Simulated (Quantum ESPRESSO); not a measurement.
# CoO (P-6m2) in Quantum ESPRESSO: reference runs

Aim: a first look at CoO with PBE, on the cell as given and on a disturbed one.

Everything below comes from runs of Quantum ESPRESSO 7.5. Logs are shortened: lines on timing, memory, paths and dates and some standing lists are left out, and cuts for length are marked.

### 1 Starting point

It takes space group P-6m2 (No. 187, hexagonal). The conventional cell has a = 2.856 Å, b = 2.856 Å, c = 2.788 Å, α = 90.00°, β = 90.00°, γ = 120.00°. Co (site symmetry -6m2) has 6 O at 2.16 Å as nearest neighbours. Around O (site symmetry -6m2) lie 6 Co at 2.16 Å.

Measurements of this composition are mostly on another form, of space group No. 225.

### 2 Single point, PBE, collinear spin, ferromagnetic start

Contents of pw.in:

```
&CONTROL
  calculation = 'scf'
  prefix = 'pwscf'
  outdir = './tmp'
  pseudo_dir = './pseudo'
  tprnfor = .true.
  tstress = .true.
  disk_io = 'low'
/
&SYSTEM
  ibrav = 0
  celldm(1) = 8
  nat = 2
  ntyp = 2
  ecutwfc = 55
  ecutrho = 440
  nbnd = 21
  occupations = 'smearing'
  smearing = 'fd'
  degauss = 0.00367493
  nspin = 2
  starting_magnetization(1) = 0.1176
  starting_magnetization(2) = 0
/
&ELECTRONS
  conv_thr = 4d-10
  electron_maxstep = 120
  mixing_beta = 0.3
/
ATOMIC_SPECIES
Co    58.9332 Co_pbe_v1.2.uspp.F.UPF
O     15.9990 O.pbe-n-kjpaw_psl.0.1.UPF
CELL_PARAMETERS alat
  0.6747029093349   0.0000000000000   0.0000000000000
 -0.3373514534864   0.5843098585488   0.0000000000000
  0.0000000000000   0.0000000000000   0.6584766106148
ATOMIC_POSITIONS crystal
Co     0.0000000000    0.0000000000    0.0000000000
O      0.6666666667    0.3333333333    0.5000000000
K_POINTS automatic
11 11 10 0 0 0
```

Contents of pp_density.in:

```
&INPUTPP
  prefix = 'pwscf'
  outdir = './tmp'
  filplot = 'density.dat'
  plot_num = 0
/
&PLOT
  nfile = 1
  filepp(1) = 'density.dat'
  iflag = 3
  output_format = 6
  fileout = 'density.cube'
/
```

Contents of pp_potential.in:

```
&INPUTPP
  prefix = 'pwscf'
  outdir = './tmp'
  filplot = 'potential.dat'
  plot_num = 11
/
&PLOT
  nfile = 1
  filepp(1) = 'potential.dat'
  iflag = 3
  output_format = 6
  fileout = 'potential.cube'
/
```

Contents of pp_spin.in:

```
&INPUTPP
  prefix = 'pwscf'
  outdir = './tmp'
  filplot = 'spin.dat'
  plot_num = 6
/
&PLOT
  nfile = 1
  filepp(1) = 'spin.dat'
  iflag = 3
  output_format = 6
  fileout = 'spin.cube'
/
```

Potentials or basis: SSSP 1.3 efficiency PBE.

Command:

```
$ OMP_NUM_THREADS=1 pw.x -in pw.in > pw.out
$ OMP_NUM_THREADS=1 pp.x -in pp_density.in > pp_density.out
$ OMP_NUM_THREADS=1 pp.x -in pp_potential.in > pp_potential.out
$ OMP_NUM_THREADS=1 pp.x -in pp_spin.in > pp_spin.out
```

pw.out:

```text
This program is part of the open-source Quantum ESPRESSO suite
     for quantum simulation of materials; please cite
         "P. Giannozzi et al., J. Phys.:Condens. Matter 21 395502 (2009);
         "P. Giannozzi et al., J. Phys.:Condens. Matter 29 465901 (2017);
         "P. Giannozzi et al., J. Chem. Phys. 152 154105 (2020);
     in publications or presentations arising from this work. More details at

     file O.pbe-n-kjpaw_psl.0.1.UPF: wavefunction(s)  2P renormalized
     Message from routine setup:
     using ibrav=0 with symmetry is DISCOURAGED, use correct ibrav instead

     G-vector sticks info
     --------------------
     sticks:   dense  smooth     PW     G-vecs:    dense   smooth      PW
     Sum         877     439    139                20639     7339    1305

     Using Slab Decomposition

     bravais-lattice index     =            0
     lattice parameter (alat)  =       8.0000  a.u.
     unit-cell volume          =     132.9126 (a.u.)^3
     number of atoms/cell      =            2
     number of atomic types    =            2
     number of electrons       =        23.00
     number of Kohn-Sham states=           21
     kinetic-energy cutoff     =      55.0000  Ry
     charge density cutoff     =     440.0000  Ry
     scf convergence threshold =      4.0E-10
     mixing beta               =       0.3000
     number of iterations used =            8  plain     mixing
     Exchange-correlation= SLA  PW   PBX  PBC
                           (   1   4   3   4   0   0   0)

     celldm(1)=   8.000000  celldm(2)=   0.000000  celldm(3)=   0.000000
     celldm(4)=   0.000000  celldm(5)=   0.000000  celldm(6)=   0.000000

     crystal axes: (cart. coord. in units of alat)
               a(1) = (   0.674703   0.000000   0.000000 )
               a(2) = (  -0.337351   0.584310   0.000000 )
               a(3) = (   0.000000   0.000000   0.658477 )

     reciprocal axes: (cart. coord. in units 2 pi/alat)
               b(1) = (  1.482134  0.855710 -0.000000 )
               b(2) = (  0.000000  1.711421  0.000000 )
               b(3) = (  0.000000 -0.000000  1.518657 )

     PseudoPot. # 1 for Co read from file:
     Co_pbe_v1.2.uspp.F.UPF
     Pseudo is Ultrasoft + core correction, Zval = 17.0
     Generated by new atomic code, or converted to UPF format
     Using radial grid of  863 points,  6 beta functions with:
                l(1) =   0
                l(2) =   0
                l(3) =   1
                l(4) =   1
                l(5) =   2
                l(6) =   2
     Q(r) pseudized with  8 coefficients,  rinner =    1.200   1.200   1.200
                                                       1.200   1.200

     PseudoPot. # 2 for O  read from file:
     O.pbe-n-kjpaw_psl.0.1.UPF
     Pseudo is Projector augmented-wave + core cor, Zval =  6.0
     Generated using "atomic" code by A. Dal Corso  v.5.0.99 svn rev. 10869
     Shape of augmentation charge: BESSEL
     Using radial grid of 1095 points,  4 beta functions with:
                l(1) =   0
                l(2) =   0
                l(3) =   1
                l(4) =   1
     Q(r) pseudized with 0 coefficients

     atomic species   valence    mass     pseudopotential
     Co               17.00    58.93320     Co( 1.00)
     O                 6.00    15.99900     O ( 1.00)

     Starting magnetic structure
     atomic species   magnetization
     Co              0.118
     O               0.000

     12 Sym. Ops. (no inversion) found

   Cartesian axes

     site n.     atom                  positions (alat units)
         1        Co     tau(   1) = (   0.0000000   0.0000000   0.0000000  )
         2        O      tau(   2) = (   0.3373515   0.1947700   0.3292383  )

     number of k points=    96  Fermi-Dirac smearing, width (Ry)=  0.0037
                       cart. coord. in units 2pi/alat
        k(    1) = (   0.0000000   0.0000000   0.0000000), wk =   0.0008264
        k(    2) = (   0.0000000   0.0000000   0.1518657), wk =   0.0016529
        k(    3) = (   0.0000000   0.0000000   0.3037314), wk =   0.0016529
        k(    4) = (   0.0000000   0.0000000   0.4555970), wk =   0.0016529
        k(    5) = (   0.0000000   0.0000000   0.6074627), wk =   0.0016529
        k(    6) = (   0.0000000   0.0000000  -0.7593284), wk =   0.0008264
[... 88 lines left out ...]
        k(   95) = (   0.4042183   0.8557104   0.6074627), wk =   0.0099174
        k(   96) = (   0.4042183   0.8557104  -0.7593284), wk =   0.0049587

     Dense  grid:    20639 G-vectors     FFT dimensions: (  40,  40,  36)

     Smooth grid:     7339 G-vectors     FFT dimensions: (  25,  25,  25)

     Check: negative core charge=   -0.000026
     Generating pointlists ...
     new r_m :   0.2104 (alat units)  1.6831 (a.u.) for type    1
     new r_m :   0.2104 (alat units)  1.6831 (a.u.) for type    2

     Initial potential from superposition of free atoms

     starting charge      22.0000, renormalised to      23.0000
     Starting wfcs are   17 randomized atomic wfcs +    4 random wfcs

     Self-consistent Calculation

     iteration #  1     ecut=    55.00 Ry     beta= 0.30
     Davidson diagonalization with overlap
     ethr =  1.00E-02,  avg # of iterations =  5.1

     total energy              =    -337.85092157 Ry
     estimated scf accuracy    <       7.08982796 Ry

     total magnetization       =     2.70 Bohr mag/cell
     absolute magnetization    =     2.70 Bohr mag/cell

     iteration #  2     ecut=    55.00 Ry     beta= 0.30
     Davidson diagonalization with overlap
     ethr =  1.00E-02,  avg # of iterations =  2.0

     total energy              =    -338.86747120 Ry
     estimated scf accuracy    <       9.27037648 Ry

     total magnetization       =     0.18 Bohr mag/cell
     absolute magnetization    =     0.23 Bohr mag/cell

     iteration #  3     ecut=    55.00 Ry     beta= 0.30
     Davidson diagonalization with overlap
     ethr =  1.00E-02,  avg # of iterations =  1.2

     total energy              =    -340.06806445 Ry
     estimated scf accuracy    <       0.35053793 Ry

     total magnetization       =     3.01 Bohr mag/cell
     absolute magnetization    =     3.02 Bohr mag/cell

     iteration #  4     ecut=    55.00 Ry     beta= 0.30
     Davidson diagonalization with overlap
     ethr =  1.52E-03,  avg # of iterations =  1.0

     total energy              =    -340.07878468 Ry
     estimated scf accuracy    <       0.11835293 Ry

     total magnetization       =     2.99 Bohr mag/cell
     absolute magnetization    =     3.01 Bohr mag/cell

     iteration #  5     ecut=    55.00 Ry     beta= 0.30
     Davidson diagonalization with overlap
     ethr =  5.15E-04,  avg # of iterations =  1.1

     total energy              =    -340.06675868 Ry
     estimated scf accuracy    <       0.10756146 Ry

     total magnetization       =     2.99 Bohr mag/cell
     absolute magnetization    =     3.01 Bohr mag/cell

     iteration #  6     ecut=    55.00 Ry     beta= 0.30
     Davidson diagonalization with overlap
     ethr =  4.68E-04,  avg # of iterations =  1.1

     total energy              =    -340.07886448 Ry
     estimated scf accuracy    <       0.00420044 Ry

     total magnetization       =     3.00 Bohr mag/cell
     absolute magnetization    =     3.04 Bohr mag/cell

     iteration #  7     ecut=    55.00 Ry     beta= 0.30
     Davidson diagonalization with overlap
     ethr =  1.83E-05,  avg # of iterations =  2.6

     total energy              =    -340.07930314 Ry
     estimated scf accuracy    <       0.00140156 Ry

     total magnetization       =     3.00 Bohr mag/cell
     absolute magnetization    =     3.05 Bohr mag/cell

     iteration #  8     ecut=    55.00 Ry     beta= 0.30
     Davidson diagonalization with overlap
     ethr =  6.09E-06,  avg # of iterations =  1.2

     total energy              =    -340.07913717 Ry
     estimated scf accuracy    <       0.00065778 Ry

     total magnetization       =     3.00 Bohr mag/cell
     absolute magnetization    =     3.06 Bohr mag/cell

     iteration #  9     ecut=    55.00 Ry     beta= 0.30
     Davidson diagonalization with overlap
     ethr =  2.86E-06,  avg # of iterations =  1.8

     total energy              =    -340.07921287 Ry
     estimated scf accuracy    <       0.00058720 Ry

     total magnetization       =     3.00 Bohr mag/cell
     absolute magnetization    =     3.06 Bohr mag/cell

     iteration # 10     ecut=    55.00 Ry     beta= 0.30
     Davidson diagonalization with overlap
     ethr =  2.55E-06,  avg # of iterations =  1.2

     total energy              =    -340.07933719 Ry
     estimated scf accuracy    <       0.00009766 Ry

     total magnetization       =     3.00 Bohr mag/cell
     absolute magnetization    =     3.06 Bohr mag/cell

     iteration # 11     ecut=    55.00 Ry     beta= 0.30
     Davidson diagonalization with overlap
     ethr =  4.25E-07,  avg # of iterations =  1.3

     total energy              =    -340.07935432 Ry
     estimated scf accuracy    <       0.00000071 Ry

     total magnetization       =     3.00 Bohr mag/cell
     absolute magnetization    =     3.07 Bohr mag/cell

     iteration # 12     ecut=    55.00 Ry     beta= 0.30
     Davidson diagonalization with overlap
     ethr =  3.08E-09,  avg # of iterations =  2.0

     total energy              =    -340.07935473 Ry
     estimated scf accuracy    <       0.00000033 Ry

     total magnetization       =     3.00 Bohr mag/cell
     absolute magnetization    =     3.07 Bohr mag/cell

     iteration # 13     ecut=    55.00 Ry     beta= 0.30
     Davidson diagonalization with overlap
     ethr =  1.44E-09,  avg # of iterations =  1.0

     total energy              =    -340.07935488 Ry
     estimated scf accuracy    <       0.00000005 Ry

     total magnetization       =     3.00 Bohr mag/cell
     absolute magnetization    =     3.07 Bohr mag/cell

     iteration # 14     ecut=    55.00 Ry     beta= 0.30
     Davidson diagonalization with overlap
     ethr =  2.19E-10,  avg # of iterations =  2.0

     total energy              =    -340.07935493 Ry
     estimated scf accuracy    <       0.00000002 Ry

     total magnetization       =     3.00 Bohr mag/cell
     absolute magnetization    =     3.07 Bohr mag/cell

     iteration # 15     ecut=    55.00 Ry     beta= 0.30
     Davidson diagonalization with overlap
     ethr =  8.17E-11,  avg # of iterations =  1.0

     total energy              =    -340.07935494 Ry
     estimated scf accuracy    <          1.6E-09 Ry

     total magnetization       =     3.00 Bohr mag/cell
     absolute magnetization    =     3.07 Bohr mag/cell

     iteration # 16     ecut=    55.00 Ry     beta= 0.30
     Davidson diagonalization with overlap
     ethr =  7.17E-12,  avg # of iterations =  2.0

     Magnetic moment per site  (integrated on atomic sphere of radius R)
     atom   1 (R=0.210)  charge= 14.6538  magn=  2.5299
     atom   2 (R=0.210)  charge=  5.7741  magn=  0.4200

     End of self-consistent calculation

     Number of k-points >= 100: set verbosity='high' to print the bands.

     the Fermi energy is    13.4485 ev

!    total energy              =    -340.07935495 Ry
     estimated scf accuracy    <          9.6E-11 Ry
     smearing contrib. (-TS)   =      -0.00199553 Ry
     internal energy E=F+TS    =    -340.07735941 Ry

     The total energy is F=E-TS. E is the sum of the following terms:
     one-electron contribution =    -186.06115222 Ry
     hartree contribution      =     106.03189836 Ry
     xc contribution           =     -40.07478371 Ry
     ewald contribution        =    -210.45058318 Ry
     one-center paw contrib.   =      -9.52273867 Ry

     total magnetization       =     3.00 Bohr mag/cell
     absolute magnetization    =     3.07 Bohr mag/cell

     convergence has been achieved in  16 iterations

     Forces acting on atoms (cartesian axes, Ry/au):

     atom    1 type  1   force =     0.00000000    0.00000000    0.00000000
     atom    2 type  2   force =     0.00000000    0.00000000    0.00000000

     Total force =     0.000000     Total SCF correction =     0.000000

     Computing stress (Cartesian axis) and pressure

          total   stress  (Ry/bohr**3)                   (kbar)     P=      -90.47
  -0.00051877   0.00000000   0.00000000          -76.31        0.00        0.00
   0.00000000  -0.00051877   0.00000000            0.00      -76.31        0.00
   0.00000000   0.00000000  -0.00080748            0.00        0.00     -118.78

=------------------------------------------------------------------------------=
   JOB DONE.
=------------------------------------------------------------------------------=
```

It took 71 s on 1 thread of Arm Neoverse V1, shared host; peak memory 0.17 GiB.

What came out:

| Property | Result |
| --- | --- |
| Free energy | -4627.0153 eV |
| Pressure | -9.0 GPa |
| Band gap on the k mesh | none (metal or under the smearing width) |
| Net moment | 3.00 μB per cell |
| Absolute moment | 3.07 μB per cell |
| Site moments | Co +2.53; O +0.42 μB |
| Valence electrons inside the program's atomic spheres | Co 14.65; O 5.77 |

Caveat: a cell with one magnetic atom can't hold antiferromagnetic order, which such compounds often take; semilocal functionals often make such compounds metallic where correlation or magnetic order opens a gap, which also shifts bond lengths. With open d or f shells a metallic result of PBE can be an artefact of self-interaction; +U or a hybrid may open a gap.

(Continued in part 2 of 2.)
